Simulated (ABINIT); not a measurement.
# TiAl (P-6m2) in ABINIT: a series of runs

Aim: see how the results for TiAl move with the level of theory and the settings. Levels: LDA, PBEsol. Tasks: band structure.

Everything below comes from runs of ABINIT 10.8.3 (patched build). Logs are shortened: lines on timing, memory, paths and dates and some standing lists are left out, and cuts for length are marked. The log counts tension as positive stress, the text compression.

**1. The structure**

It takes space group P-6m2 (No. 187, hexagonal). Conventional cell: a = 2.867 Å, b = 2.867 Å, c = 4.678 Å, α = 90.00°, β = 90.00°, γ = 120.00°. Ti (site symmetry -6m2) has 6 Al at 2.87 Å and 6 Ti at 2.87 Å as nearest neighbours. Al (site symmetry -6m2) has 6 Ti at 2.87 Å and 6 Al at 2.87 Å as nearest neighbours.

The cell comes from a database or a generator and needn't be the stable form of this composition.

**2. Band structure, LDA**

Contents of run.abi:

```
ndtset 2

pp_dirpath "./"
pseudos "Ti.GGA_PBE-JTH.xml, Al.GGA_PBE-JTH.xml"

acell 3*1.0
rprim
     5.4183403473     0.0000000000     0.0000000000
    -2.7091701735     4.6924203870     0.0000000000
     0.0000000000     0.0000000000     8.8402956583
ntypat 2
znucl 22 13
natom 2
typat 1 2
xcart
     0.0000000000     0.0000000000     0.0000000000
    -0.0000000001     1.6554146219     2.3390415000 Angstrom

ecut 18.0
pawecutdg 36.0

ixc 7

occopt 3
tsmear 0.00183747

nstep 100

iomode 3
prtwf 0
prteig 0
prtebands 0
prtden1 1

kptopt1 1
ngkpt1 11 11 6
nshiftk1 1
shiftk1 0.0 0.0 0.0
nband1 12
tolvrs1 1.0e-9

iscf2 -2
getden2 1
nband2 18
nbdbuf2 4
tolwfr2 1.0e-11
kptopt2 -7
ndivsm2 5
prteig2 1
kptbounds2
     0.0000000000     0.0000000000     0.0000000000
     0.5000000000     0.0000000000     0.0000000000
     0.3333333333     0.3333333333     0.0000000000
     0.0000000000     0.0000000000     0.0000000000
     0.0000000000     0.0000000000     0.5000000000
     0.5000000000     0.0000000000     0.5000000000
     0.3333333333     0.3333333333     0.5000000000
     0.0000000000     0.0000000000     0.5000000000
```

Potentials or basis: JTH PAW PBE v2.0.

The run is started by

```console
abinit run.abi > log 2>&1
```

run.abo:

```text
.Version 10.8.3 of ABINIT
 DATASET    1 : space group P-6 m 2 (#187); Bravais hP (primitive hexag.)
================================================================================
 Values of the parameters that define the memory need for DATASET  1.
     intxc =       0    ionmov =       0      iscf =      17    lmnmax =      18
     lnmax =       6     mgfft =      36  mpssoang =       3    mqgrid =    3001
     natom =       2  nloc_mem =       2    nspden =       1   nspinor =       1
    nsppol =       1      nsym =      12    n1xccc =       1    ntypat =       2
    occopt =       3   xclevel =       1
       mpw =         834          nfft =       20736          nkpt =          64
 PAW method is used; the additional fine FFT grid is defined by:
   mgfftf=        48    nfftf =     43200
================================================================================
================================================================================

 DATASET    2 : space group P-6 m 2 (#187); Bravais hP (primitive hexag.)
================================================================================
 Values of the parameters that define the memory need for DATASET  2.
     intxc =       0    ionmov =       0      iscf =      -2    lmnmax =      18
     lnmax =       6     mgfft =      36  mpssoang =       3    mqgrid =    3001
     natom =       2  nloc_mem =       2    nspden =       1   nspinor =       1
    nsppol =       1      nsym =      12    n1xccc =       1    ntypat =       2
    occopt =       3   xclevel =       1
       mpw =         834          nfft =       20736          nkpt =          56
 PAW method is used; the additional fine FFT grid is defined by:
   mgfftf=        48    nfftf =     43200
================================================================================
================================================================================

--------------------------------------------------------------------------------
------------- Echo of variables that govern the present computation ------------
--------------------------------------------------------------------------------
 -outvars: echo values of preprocessed input variables --------
            acell      1.0000000000E+00  1.0000000000E+00  1.0000000000E+00 Bohr
              amu      4.78800000E+01  2.69815390E+01
             ecut      1.80000000E+01 Hartree
           getden1          0
           getden2          1
             iscf1         17
             iscf2         -2
                       outvar_i_n : Printing only first  50 k-points.
              ixc           7
           jdtset        1    2
                       outvar_i_n : Printing only first  50 k-points.
           kptopt1          1
           kptopt2         -7
         kptrlatt       11    0    0      0   11    0      0    0    6
          kptrlen1     5.30417739E+01
[... 698 lines left out ...]
- [  3.3333E-01,   6.6667E-01,   5.0000E-01, Al]
cartesian_forces: null
force_length_stats: {min: null, max: null, mean: null, }
...

 Integrated electronic density in atomic spheres:
 ------------------------------------------------
 Atom  Sphere_radius  Integrated_density
    1        2.30803         10.19444276
    2        1.90363          0.77486569

================================================================================

 ----iterations are completed or convergence reached----

 Mean square residual over all n,k,spin=   40.192E-13; max=  99.468E-13
 reduced coordinates (array xred) for    2 atoms
       0.000000000000      0.000000000000      0.000000000000
       0.333333333333      0.666666666667      0.500000000000

 cartesian coordinates (angstrom) at end:
    1      0.00000000000000     0.00000000000000     0.00000000000000
    2      0.00000000005292     1.65541462072830     2.33904149842171
 length scales=  1.000000000000  1.000000000000  1.000000000000 bohr
              =  0.529177210544  0.529177210544  0.529177210544 angstroms
 Eigenvalues (hartree) for nkpt=  56  k points:
 kpt#   1, nband= 18, wtk=  1.00000, kpt=  0.0000  0.0000  0.0000 (reduced coord)
  -1.77277   -0.91389   -0.89832   -0.89832   -0.04454    0.19840    0.21768    0.32807
   0.32807    0.38227    0.38227    0.42551    0.75765    0.75765    0.78055    0.78055
   0.80376    0.91454
 kpt#   2, nband= 18, wtk=  1.00000, kpt=  0.0556  0.0000  0.0000 (reduced coord)
  -1.77266   -0.91379   -0.89899   -0.89847   -0.04172    0.20153    0.21797    0.32536
   0.33039    0.38149    0.38295    0.42617    0.70857    0.72784    0.77495    0.81478
   0.83584    0.91546
 kpt#   3, nband= 18, wtk=  1.00000, kpt=  0.1111  0.0000  0.0000 (reduced coord)
  -1.77235   -0.91348   -0.90094   -0.89891   -0.03330    0.21050    0.21878    0.31795
   0.33722    0.37925    0.38511    0.42801    0.64068    0.69327    0.75612    0.85740
   0.86259    0.87266
 kpt#   4, nband= 18, wtk=  1.00000, kpt=  0.1667  0.0000  0.0000 (reduced coord)
  -1.77186   -0.91301   -0.90390   -0.89958   -0.01942    0.21998    0.22391    0.30780
   0.34813    0.37587    0.38903    0.43059    0.57443    0.66253    0.73535    0.80015
   0.89890    0.91634
 kpt#   5, nband= 18, wtk=  1.00000, kpt=  0.2222  0.0000  0.0000 (reduced coord)
[... 193 lines left out ...]
   0.34740    0.35050    0.37080    0.56858    0.62792    0.65096    0.68330    0.78782
   0.81731    0.83807
 kpt#  54, nband= 18, wtk=  1.00000, kpt=  0.0606  0.0606  0.5000 (reduced coord)
  -1.77239   -0.91368   -0.90064   -0.89887   -0.00307    0.10187    0.27229    0.31989
   0.33696    0.36462    0.37596    0.55458    0.67866    0.68362    0.69190    0.80671
   0.82606    0.83667
 kpt#  55, nband= 18, wtk=  1.00000, kpt=  0.0303  0.0303  0.5000 (reduced coord)
  -1.77267   -0.91397   -0.89892   -0.89845   -0.00945    0.09337    0.26757    0.32628
   0.33066    0.37540    0.37871    0.54099    0.68367    0.73004    0.73582    0.79969
   0.81578    0.85062
 kpt#  56, nband= 18, wtk=  1.00000, kpt=  0.0000  0.0000  0.5000 (reduced coord)
  -1.77277   -0.91406   -0.89831   -0.89831   -0.01158    0.09049    0.26593    0.32856
   0.32856    0.37957    0.37957    0.53568    0.68366    0.76155    0.76155    0.79619
   0.79619    0.85726

== END DATASET(S) ==============================================================
================================================================================

 -outvars: echo values of variables after computation  --------
            acell      1.0000000000E+00  1.0000000000E+00  1.0000000000E+00 Bohr
           etotal1    -6.0850716422E+01
            fcart1    -9.3178159174E-30  5.3796435286E-30 -0.0000000000E+00
                       9.3178159174E-30 -5.3796435286E-30 -0.0000000000E+00
            rprim      5.4183403473E+00  0.0000000000E+00  0.0000000000E+00
                      -2.7091701735E+00  4.6924203870E+00  0.0000000000E+00
                       0.0000000000E+00  0.0000000000E+00  8.8402956583E+00
           strten1     1.7479696560E-04  1.7479696592E-04  2.1469235682E-04
                       0.0000000000E+00  0.0000000000E+00 -2.1291162096E-13
           xangst      0.0000000000E+00  0.0000000000E+00  0.0000000000E+00
                       5.2917711545E-11  1.6554146207E+00  2.3390414984E+00
             xred      0.0000000000E+00  0.0000000000E+00  0.0000000000E+00
                       3.3333333333E-01  6.6666666667E-01  5.0000000000E-01
 Calculation completed.
```

It took 32 s on 1 thread of Arm Neoverse V1, shared host; peak memory 0.09 GiB.

Results:

```yaml
Free_energy: -1655.8323 eV
Pressure: -5.5 GPa
Band_gap_on_the_k_mesh: none (metal or under the smearing width)
Valence_electrons_inside_the_program's_atomic_spheres: Ti 10.19; Al 0.77
```

Levels at the corners of the path, in eV from the Fermi level:
```csv
point,band 5,band 6,band 7,band 8,band 9,band 10
Γ,-8.89,-2.28,-1.75,1.25,1.25,2.72
M,-3.67,-2.78,-1.53,-0.99,2.06,3.94
K,-1.96,-1.72,-1.59,-0.55,0.00,1.92
Γ,-8.89,-2.28,-1.75,1.25,1.25,2.72
A,-7.99,-5.21,-0.44,1.26,1.26,2.65
L,-3.64,-2.36,-1.82,0.61,0.97,1.86
H,-1.97,-1.96,-0.62,-0.59,0.03,1.25
A,-7.99,-5.21,-0.44,1.26,1.26,2.65
```

Caveat: the PAW data sets were made with another functional, which shifts forces and pressure a little.

**3. Band structure, PBEsol**

Edit run.abi of step 2 so:

```diff
@@ -20,4 +20,5 @@
 pawecutdg 36.0
+pawxcdev 0
 
-ixc 7
+ixc -116133
```

Potentials or basis: JTH PAW PBE v2.0.

The run is started by

```console
abinit run.abi > log 2>&1
```

run.abo:

```text
.Version 10.8.3 of ABINIT
 DATASET    1 : space group P-6 m 2 (#187); Bravais hP (primitive hexag.)
================================================================================
 Values of the parameters that define the memory need for DATASET  1.
     intxc =       0    ionmov =       0      iscf =      17    lmnmax =      18
     lnmax =       6     mgfft =      36  mpssoang =       3    mqgrid =    3001
     natom =       2  nloc_mem =       2    nspden =       1   nspinor =       1
    nsppol =       1      nsym =      12    n1xccc =       1    ntypat =       2
    occopt =       3   xclevel =       2
       mpw =         834          nfft =       20736          nkpt =          64
 PAW method is used; the additional fine FFT grid is defined by:
   mgfftf=        48    nfftf =     43200
================================================================================
================================================================================

 DATASET    2 : space group P-6 m 2 (#187); Bravais hP (primitive hexag.)
[... 968 lines left out ...]
 kpt#  56, nband= 18, wtk=  1.00000, kpt=  0.0000  0.0000  0.5000 (reduced coord)
  -1.77953   -0.91351   -0.89777   -0.89777   -0.00629    0.09420    0.27217    0.33552
   0.33552    0.38717    0.38717    0.53803    0.69113    0.77097    0.77097    0.79921
   0.79921    0.85842

== END DATASET(S) ==============================================================
================================================================================

 -outvars: echo values of variables after computation  --------
            acell      1.0000000000E+00  1.0000000000E+00  1.0000000000E+00 Bohr
           etotal1    -6.0715227563E+01
            fcart1    -1.5529693196E-30  8.9660725477E-31 -0.0000000000E+00
                       1.5529693196E-30 -8.9660725477E-31 -0.0000000000E+00
            rprim      5.4183403473E+00  0.0000000000E+00  0.0000000000E+00
                      -2.7091701735E+00  4.6924203870E+00  0.0000000000E+00
                       0.0000000000E+00  0.0000000000E+00  8.8402956583E+00
           strten1     7.0602310364E-05  7.0602310677E-05  1.2165398247E-04
                       0.0000000000E+00  0.0000000000E+00 -2.0958006745E-13
           xangst      0.0000000000E+00  0.0000000000E+00  0.0000000000E+00
                       5.2917711545E-11  1.6554146207E+00  2.3390414984E+00
             xred      0.0000000000E+00  0.0000000000E+00  0.0000000000E+00
                       3.3333333333E-01  6.6666666667E-01  5.0000000000E-01
 Calculation completed.
```

Run time: 37 s. Hardware: 1 thread of Arm Neoverse V1, shared host; peak memory 0.11 GiB.

Results:

```
Free energy                                           : -1652.1455 eV
Pressure                                              : -2.6 GPa
Band gap on the k mesh                                : none (metal or under the smearing width)
Valence electrons inside the program's atomic spheres : Ti 10.17; Al 0.76
```

Stress tensor (GPa, compression positive):
```
-2.08  0.00  0.00
 0.00 -2.08  0.00
 0.00  0.00 -3.58
```

Levels at the corners of the path, in eV from the Fermi level:
| point | band 5 | band 6 | band 7 | band 8 | band 9 | band 10 |
| --- | --- | --- | --- | --- | --- | --- |
| Γ | -8.90 | -2.29 | -1.80 | 1.29 | 1.29 | 2.79 |
| M | -3.67 | -2.78 | -1.52 | -0.97 | 2.12 | 3.99 |
| K | -1.96 | -1.70 | -1.63 | -0.52 | 0.01 | 1.94 |
| Γ | -8.90 | -2.29 | -1.80 | 1.29 | 1.29 | 2.79 |
| A | -7.99 | -5.26 | -0.42 | 1.31 | 1.31 | 2.71 |
| L | -3.62 | -2.37 | -1.81 | 0.56 | 0.98 | 1.92 |
| H | -1.97 | -1.92 | -0.64 | -0.60 | 0.02 | 1.27 |
| A | -7.99 | -5.26 | -0.42 | 1.31 | 1.31 | 2.71 |

Caveat: the PAW data sets were made with another functional, which shifts forces and pressure a little.
